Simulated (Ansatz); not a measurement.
# HgTe: the cost of one run

Program: Ansatz 0.2.0. Level of theory: DFT LDA, scalar-relativistic. These are calculated values, not measurements.

## Step 1: The starting structure

Symmetry: Fm-3m, No. 225, cubic system. The conventional cell has a = 5.843 Å, b = 5.843 Å, c = 5.843 Å, α = 90.00°, β = 90.00°, γ = 90.00°. Around Hg (site symmetry m-3m) lie 6 Te at 2.92 Å. Around Te (site symmetry m-3m) lie 6 Hg at 2.92 Å.

Structure file:

```
Hg Te
1.0
     0.00000    2.92150    2.92150
     2.92150    0.00000    2.92150
     2.92150    2.92150    0.00000
Hg Te
1 1
Direct
  0.00000 0.00000 0.00000
  0.50000 0.50000 0.50000
```

The cell is a deposited one (Crystallography Open Database entry 1538296); the temperature and pressure of the measurement aren't taken into account, and nothing was relaxed.

Atoms are numbered in the order of the input: Hg1, Te2.

## Step 2: Volume × 0.94, LAPW

File input.yaml:

```yaml
crystal:
  lattice:
    - [0.0, 2.8618608166, 2.8618608166]
    - [2.8618608166, 0.0, 2.8618608166]
    - [2.8618608166, 2.8618608166, 0.0]
  atoms:
    - { symbol: Hg, position: [0.0, 0.0, 0.0] }
    - { symbol: Te, position: [0.5, 0.5, 0.5] }
kpoints:
  mp_grid: { grid: [10, 10, 10] }
  band_path:
    path:
      - [0.0, 0.0, 0.0]
      - [0.5, 0.0, 0.5]
      - [0.625, 0.25, 0.625]
      - [0.375, 0.375, 0.75]
      - [0.0, 0.0, 0.0]
      - [0.5, 0.5, 0.5]
      - [0.5, 0.25, 0.75]
      - [0.5, 0.0, 0.5]
    npoints: 5
scf:
  occupations: { method: fermi_dirac, width: 0.08 }
hamiltonian:
  xc: lda
  pseudopotentials: { kind: all_electron, lapw: { basis_error: 0.001 } }
output:
  forces: true
  stress: true
  eigenvalues: true
```

On the command line:

```
> ansatz run input.yaml --threads 1 --pin off --max-ram 3072MiB --backend cpu --events-out ev --progress --plain --runs-dir out
```

**Question.** How long does this run take on 1 thread of Arm Neoverse V1, shared host, and how much memory does it need?

About 25 s, with a peak of 0.4 GiB.
